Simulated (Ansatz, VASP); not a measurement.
C in VASP and in Ansatz

INCAR

```
PREC = Accurate
ENCUT = 520
EDIFF = 1E-6
ISMEAR = 0
SIGMA = 0.05
LREAL = F
LASPH = T
NELM = 60
ALGO = Normal
ISIF = 2
LWAVE = F
LCHARG = F
GGA = CA
NBANDS = 11
```

KPOINTS

```
Automatic mesh
0
Gamma
  12 12 12
```

File POSCAR:

```
C
1.0
    0.0000000000      1.7655709205      1.8086508510
    1.7655709205      0.0000000000      1.8086508510
    1.7655709205      1.7655709205      0.0000000000
C
2
Direct
    0.5000000000      0.5000000000      0.5000000000
    0.7500000000      0.7500000000      0.7500000000
```

Input for Ansatz:

```yaml
crystal:
  lattice:
    - [0.0, 1.7655709205, 1.808650851]
    - [1.7655709205, 0.0, 1.808650851]
    - [1.7655709205, 1.7655709205, 0.0]
  atoms:
    - { symbol: C, position: [0.5, 0.5, 0.5] }
    - { symbol: C, position: [0.75, 0.75, 0.75] }
basis:
  ecutwfc: 520.0
kpoints:
  mp_grid: { grid: [12, 12, 12] }
hamiltonian:
  xc: lda
  pseudopotentials: { kind: paw, azcp: { folder: soft_1 } }
scf:
  occupations: { method: gaussian, width: 0.05 }
output:
  forces: true
  stress: true
  eigenvalues: true
```

Alike in both runs: task single point; functional LDA; k mesh 12 × 12 × 12; occupations gaussian, width 0.05 eV; no spin polarisation.

|  | VASP | Ansatz |
| --- | --- | --- |
| version | VASP 6.6.1 | Ansatz 0.2.0 |
| potentials or method | VASP PAW LDA potentials, release 64 (C) | scalar-relativistic, plane waves, PAW |
| plane-wave cutoff (eV) | 520 | 520 |
| valence electrons in the cell | 8 | 8 |

Ansatz gave:

| Item | Value |
| --- | --- |
| gap on the k mesh at the Fermi level (eV) | 3.84 |
| least direct gap on the mesh (eV) | 5.34 |
| pressure (GPa) | -10.6 |
| largest component of the traceless stress (GPa) | 15.35 |

Task: What did VASP give for the same quantities?

Result: gap on the k mesh at the Fermi level (eV): 3.83; least direct gap on the mesh (eV): 5.34; pressure (GPa): -9.1; largest component of the traceless stress (GPa): 15.33.

Ansatz warned: «pseudo_functional_mismatch».
